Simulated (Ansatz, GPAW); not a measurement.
This is a calculation of C for Ansatz 0.2.0. 

File input.yaml:

```yaml
crystal:
  lattice:
    - [0.0, 1.78337, 1.78337]
    - [1.78337, 0.0, 1.78337]
    - [1.78337, 1.78337, 0.0]
  atoms:
    - { symbol: C, position: [0.75, 0.75, 0.75] }
    - { symbol: C, position: [0.5, 0.5, 0.5] }
kpoints:
  mp_grid: { grid: [13, 13, 13] }
scf:
  occupations: { method: gaussian, width: 0.027 }
hamiltonian:
  xc: pbe
  pseudopotentials: { kind: all_electron, lapw: { basis_error: 0.001 } }
output:
  forces: true
  stress: true
  eigenvalues: true
```

Potentials or basis: all-electron LAPW, scalar-relativistic.

Command:

```sh
$ ansatz run input.yaml --threads 1 --pin off --max-ram 3072MiB --backend cpu --events-out ev --progress --plain --runs-dir out
```

Problem. Translate it to GPAW 26.7.0 (ASE script). Potentials or basis there: GPAW PAW data sets (gpaw-data 1.2.1), cutoff 800 eV.

Solution. As run (cutoffs and basis follow the program's own potentials, and thresholds, step limits or extra output files can differ):

run.py

```python
from ase.dft.bandgap import bandgap
from ase.io import read, write
from ase.units import GPa
from gpaw import GPAW, PW

atoms = read('POSCAR')

calc = GPAW(mode=PW(800),
            xc='PBE',
            kpts={'size': (13, 13, 13), 'gamma': True},
            occupations={'name': 'methfessel-paxton', 'order': 0, 'width': 0.027000000000000003},
            nbands=11,
            convergence={'density': 1e-05, 'energy': 1e-05},
            maxiter=150,
            txt='gpaw.txt')
atoms.calc = calc
energy = atoms.get_potential_energy()
forces = atoms.get_forces()
stress = atoms.get_stress()
calc.write('gs.gpw')
write('result.traj', atoms)
print(f'Energy: {energy:.6f} eV')
print('Forces (eV/A):')
print(forces.round(4))
print('Stress (GPa):', (stress / GPa).round(3))
print('Fermi level:', round(calc.get_fermi_level(), 4), 'eV')
print(f'Gap: {bandgap(calc)[0]:.4f} eV, direct: {bandgap(calc, direct=True)[0]:.4f} eV')
```

The input POSCAR:

```
C
1.0
    0.0000000000      1.7833700000      1.7833700000
    1.7833700000      0.0000000000      1.7833700000
    1.7833700000      1.7833700000      0.0000000000
C
2
Direct
    0.7500000000      0.7500000000      0.7500000000
    0.5000000000      0.5000000000      0.5000000000
```

Potentials or basis: GPAW PAW data sets (gpaw-data 1.2.1), pw.

Run with:

```sh
$ OMP_NUM_THREADS=1 python run.py
```

Both were run:

|  | Ansatz | GPAW |
| --- | --- | --- |
| Pressure | 1.8 GPa | 1.4 GPa |

Where Ansatz's input types no cutoff or centring, it takes its own default and a Γ-centred mesh.

Pressure is positive in compression.
